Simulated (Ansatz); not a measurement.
# Zone-centre T2 phonon of GaP (zinc-blende) against added electron density at a fixed lattice, LDA

In heavily doped GaP layers, a displaced optical-phonon line may be read as strain when part of the displacement comes from the free carriers. To correct for this, we need the carrier contribution on its own and must know whether it scales with density. We calculated the zone-centre T2 mode by linear response in LDA, with electrons added against a uniform background charge and the lattice held at its undoped, relaxed size. Shifts are counted from the calculated 365.0 cm⁻¹ of the carrier-free crystal, and a negative shift means softening. The input pairs LDA with PAW potentials labelled PBE; as this is the same in every row, it should bear more on the absolute frequency than on the shifts. The LO-TO term is left out, so the results bear on the transverse line and not on the coupled plasmon-LO modes of a doped sample.

## Calculations

One crystal, GaP (zinc-blende) (known phase), relaxed without doping and held; electrons were added against a uniform background charge. The structures stem from measured cells of the Crystallography Open Database, directly or through a relaxation at another level; cell and atoms were relaxed at zero pressure at each row's own level, inside the symmetry of the start, with no thermal or zero-point expansion. Program: Ansatz 0.2.0, plane waves, LDA, the program's earlier default PAW potentials, scalar-relativistic without spin-orbit coupling, no spin polarisation. Wave-function cutoff 420 eV (the default for the potentials of each cell); on the k meshes (Γ-centred) the least product of divisions and cell-vector length runs from 30 to 115 Å. Occupations: fermi-dirac smearing of 0.03 eV or fixed. Harmonic modes at natural masses come from linear response (density functional perturbation theory), with the acoustic sum rule imposed.

Notes on method and selection:

- Harmonic values at the static lattice; measured values carry thermal expansion and anharmonic shifts at their temperature.
- The response is adiabatic; dopant atoms, the change of lattice constant and plasmon coupling are left out.
- Small carrier pockets are sampled coarsely, so shifts of a few tenths of a cm⁻¹ are noise.
- Runs that did not converge, have known faults, used another set of PAW files or may not be shown are not listed.

Columns:

- electron density (10²⁰ cm⁻³): density of added electrons.
- T2 shift (cm⁻¹): shift of the zone-centre T2 mode from its value 365.0 cm⁻¹ without carriers (no LO-TO term).
- pressure (GPa): pressure at the fixed cell, compression positive.

Input lines of one member:

```
kpoints:
  mp_grid: { grid: [30, 30, 30] }
hamiltonian:
  xc: lda
  pseudopotentials: { kind: paw, azcp: { folder: soft_1 }, xc_functional: pbe }
scf:
  occupations: { method: fermi_dirac, width: 0.03 }
output:
  eigenvalues: true
phonons:
  method: dfpt
```

Command (options for logging and memory left out): `ansatz run input.yaml --threads 8 --backend cpu`

## Table of results

| member | electron density (10²⁰ cm⁻³) | T2 shift (cm⁻¹) | pressure (GPa) |
| --- | --- | --- | --- |
| 0×10²⁰ | 0 | 0.00 | 0.004 |
| 1×10²⁰ | 1 | ? | ? |
| 2×10²⁰ | 2 | −1.95 | −0.080 |
| 4×10²⁰ | 4 | −4.12 | −0.162 |
| 6×10²⁰ | 6 | −6.26 | −0.240 |
| 10×10²⁰ | 10 | −9.97 | −0.380 |
| 15×10²⁰ | 15 | −13.65 | −0.525 |

Cells marked ? are withheld until the estimate has been made.

Least-squares fits to the members shown, with x = electron density (10²⁰ cm⁻³); R² in the fitted variables, residuals in the unit of y:

| y | members | fit | R² | rms residual | leave-one-out rms | standard deviation of y |
| --- | --- | --- | --- | --- | --- | --- |
| T2 shift (cm⁻¹) | 6 | y = −0.3146 − 0.9206 x | 0.99 | 0.36 | 0.73 | 5.1 |
| pressure (GPa) | 6 | y = −0.01284 − 0.03530 x | 0.99 | 0.014 | 0.027 | 0.20 |

## Mechanism

The mode softens at each step in density among the members shown, reaching −13.65 cm⁻¹ at 15×10²⁰ cm⁻³, or 13.65 / 365.0 = 3.7 % of the undoped frequency.

Up to 10×10²⁰ cm⁻³ the shift is proportional to density within the numerical noise. A line through zero with −1.0 cm⁻¹ per 10²⁰ cm⁻³ misses these rows by at most 0.26 cm⁻¹. At 15×10²⁰ cm⁻³ it gives −15.0 cm⁻¹, which overstates the softening by 15.0 − 13.65 = 1.35 cm⁻¹. Over all six rows its rms miss is roughly 0.56 cm⁻¹, against a standard deviation of 5.1 cm⁻¹. The local slope shows the bend: (−6.26 + 1.95) / 4 = −1.08 between 2 and 6×10²⁰ cm⁻³, but (−13.65 + 9.97) / 5 = −0.74 over the last interval.

Theory gives a reason for the proportional part. The added electrons occupy pockets near X, where a second conduction band lies close above the lowest one. A T2 displacement u mixes the two bands and lowers the occupied one by about M²u²/Δ, where M is the coupling and Δ the band separation. Each electron therefore takes a similar amount from the restoring force. As the pockets fill, electrons may enter states with a larger Δ, or the upper band, which the same mixing pushes upwards. Either would weaken the softening per electron, as the last interval requires, but band occupations are not shown in the table.

The pressure becomes negative with doping, so within this model the crystal would contract if released. In a charged cell with a uniform background, however, the pressure also depends on the zero chosen for the mean potential, so its size is no firm measure of the contraction of a real layer. Contraction normally stiffens this mode. With a rough Grüneisen parameter of 1 and a rough bulk modulus of 100 GPa, the effect at the highest density is 365.0 × 1 × 0.525 / 100 = 1.9 cm⁻¹ upwards. A strain correction for a real layer must add the volume effect of the carriers, for which this is only a rough guide, and the size effect of the dopant atoms.

## An estimate before looking

Plain estimates from the members shown:

- 1×10²⁰, fit at x = 1: −1.24 cm⁻¹
- 1×10²⁰, straight-line interpolation between 0×10²⁰ and 2×10²⁰: w = (1 − 0) / (2 − 0) = 0.500, so 0.00 + 0.500 × (−1.95 − 0.00) = −0.97 cm⁻¹

For 1×10²⁰ cm⁻³ we use the straight-line interpolation between the undoped crystal and 2×10²⁰ cm⁻³, which gives −0.97 cm⁻¹. The shift must vanish without carriers, and the interpolation respects this. The least-squares line does not: the bend at high density leaves it with an intercept of −0.3146 cm⁻¹, a sizeable part of the small shift sought here.

The same halving can be tried on two shown members. For 2×10²⁰ cm⁻³, the neighbours at 0 and 4 give (0.00 − 4.12) / 2 = −2.06 cm⁻¹, against the calculated −1.95, a miss of 0.11 cm⁻¹. For 4×10²⁰ cm⁻³, the neighbours at 2 and 6 give (−1.95 − 6.26) / 2 = −4.11 cm⁻¹, against −4.12, a miss of about 0.01 cm⁻¹.

We see no physical ground for moving the estimate away from the interpolated value. The electrons should enter the same pockets as at 2×10²⁰ cm⁻³, and the pressure column shows no change of regime at the low end: its slope in GPa per 10²⁰ cm⁻³ is (−0.080 − 0.004) / 2 = −0.042 in the first interval and (−0.162 + 0.080) / 2 = −0.041 in the second. As error we take the larger of the two misses, 0.11 cm⁻¹, because the smallest pockets are the most coarsely sampled by the k mesh.

**Committed estimate, 1×10²⁰: T2 shift = −0.97 ± 0.11 cm⁻¹.**

## How the estimate fared

| member | electron density (10²⁰ cm⁻³) | T2 shift (cm⁻¹) | pressure (GPa) |
| --- | --- | --- | --- |
| 1×10²⁰ | 1 | −0.95 | −0.038 |

| member | estimate | T2 shift (cm⁻¹) | computed | estimate − computed | miss in error bars |
| --- | --- | --- | --- | --- | --- |
| 1×10²⁰ | committed | −0.97 | −0.95 | −0.02 | 0.2 |
| 1×10²⁰ | fit | −1.24 | −0.95 | −0.29 |  |
| 1×10²⁰ | interpolation | −0.97 | −0.95 | −0.03 |  |

The calculated shift at 1×10²⁰ cm⁻³ is −0.95 cm⁻¹, and our −0.97 ± 0.11 cm⁻¹ lies well inside its error bar. Our estimate was the plain interpolation, so it did no better than that. The least-squares line missed by 0.29 cm⁻¹, mainly because it does not pass through zero at zero density.

The agreement is closer than the calculation warrants. Shifts of a few tenths of a cm⁻¹ count as noise here, so our error bar was too narrow, and even the miss of the fitted line is barely resolved.

The argument that the shift starts from zero and grows in proportion to density held. The pressure behaves in the same way: −0.038 GPa is the midpoint of its two neighbours, (0.004 − 0.080) / 2. This is what we expect if each added electron enters similar states and weakens the restoring force by a similar amount. It is no specific test of the band mixing near X, since any coupling that acts equally per electron would give the same proportionality.

## Members off the line

Least-squares fits to the whole series, with x = electron density (10²⁰ cm⁻³); R² in the fitted variables, residuals in the unit of y:

| y | members | fit | R² | rms residual | leave-one-out rms | standard deviation of y |
| --- | --- | --- | --- | --- | --- | --- |
| T2 shift (cm⁻¹) | 7 | y = −0.2349 − 0.9278 x | 0.99 | 0.34 | 0.67 | 5.0 |
| pressure (GPa) | 7 | y = −0.01000 − 0.03555 x | 0.99 | 0.013 | 0.025 | 0.19 |

Largest departures from the fit to the whole series:

| member | T2 shift (cm⁻¹) | fit | computed − fit | in rms residuals |
| --- | --- | --- | --- | --- |
| 15×10²⁰ | −13.65 | −14.15 | +0.50 | 1.5 |
| 6×10²⁰ | −6.26 | −5.80 | −0.46 | 1.3 |
| 10×10²⁰ | −9.97 | −9.51 | −0.46 | 1.3 |
| 0×10²⁰ | 0.00 | −0.23 | +0.23 | 0.7 |

The largest departures are +0.50 cm⁻¹ at 15×10²⁰ cm⁻³ and −0.46 cm⁻¹ at both 6 and 10×10²⁰ cm⁻³. Their signs show a straight line laid through a bent series: the computed shifts lie above the line at both ends and below it in between. The two middle members are therefore not anomalous in themselves. Measured against −1.0 cm⁻¹ per 10²⁰ cm⁻³ through zero, they depart by only −0.26 and +0.03 cm⁻¹, which is within the noise.

The member at 15×10²⁰ cm⁻³ does depart from proportionality: it softens clearly less than that rule gives. The likeliest reason is band filling, with the last electrons entering states that couple less to the mode or stiffen it. The pressure flattens too: its slope in GPa per 10²⁰ cm⁻³ goes from (−0.080 − 0.004) / 2 = −0.042 between 0 and 2×10²⁰ cm⁻³ to (−0.525 + 0.380) / 5 = −0.029 over the last interval. That fits a change in the states being filled, but the rising kinetic energy of the carriers also pushes the pressure upwards, so the assignment remains a conjecture.

## What to take away

At a fixed lattice, the T2 mode softens by about 1.0 cm⁻¹ per 10²⁰ electrons per cm³ up to 10×10²⁰ cm⁻³. The members in that range follow this rule to within 0.26 cm⁻¹, so a new density there can be estimated to a few tenths of a cm⁻¹. At 15×10²⁰ cm⁻³ the rule overstates the softening by about a tenth.

For strain work, the rough Grüneisen parameter and bulk modulus used above give 365.0 × 1 / 100 = 3.7 cm⁻¹ per GPa. Carriers at 10²⁰ cm⁻³, if ignored, would then pass for a hydrostatic tension of about 1 / 3.7 = 0.3 GPa. At 10¹⁹ cm⁻³ the shift is only about 0.1 cm⁻¹ and can be neglected.

The largest omitted effect is plasmon coupling of the longitudinal mode. At these densities it moves the upper coupled branch far above the phonon frequencies. The lower branch lies below the transverse frequency and rises towards it as the density grows. A longitudinal line therefore can't be corrected with the shifts given here.

[Logs are printed without paths, hosts, clocks, repeated set-up lines and the standing remarks that a program may print on its own settings, such as how far it seeks lower states.]
